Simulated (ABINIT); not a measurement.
Na2S:

```
CELL_PARAMETERS angstrom
0.00000 3.27350 3.27350
3.27350 0.00000 3.27350
3.27350 3.27350 0.00000
ATOMIC_POSITIONS crystal
S 0.00000 0.00000 0.00000
Na 0.75000 0.75000 0.75000
Na 0.25000 0.25000 0.25000
```

Base run:

```yaml
Program: ABINIT 10.8.3 (patched build)
Functional: r2SCAN
Potentials_or_basis: JTH PAW PBE v2.0
Cutoff: 1306 eV
k_mesh: 7 × 7 × 7
Occupations: fermi-dirac, width 0.05 eV
Spin: no spin polarisation
```

Its results: band gap on the k mesh 3.01 eV, direct.

**Question.** The run is repeated on the same cell with these changes: functional from r2SCAN to PBE; cutoff from 1306 eV to 1088 eV; fine-grid cutoff from 1959.22 eV to 1687.11 eV. What comes out?

**Answer.** Band gap on the k mesh 2.46 eV, direct.

Not every run made on this cell is shown here.
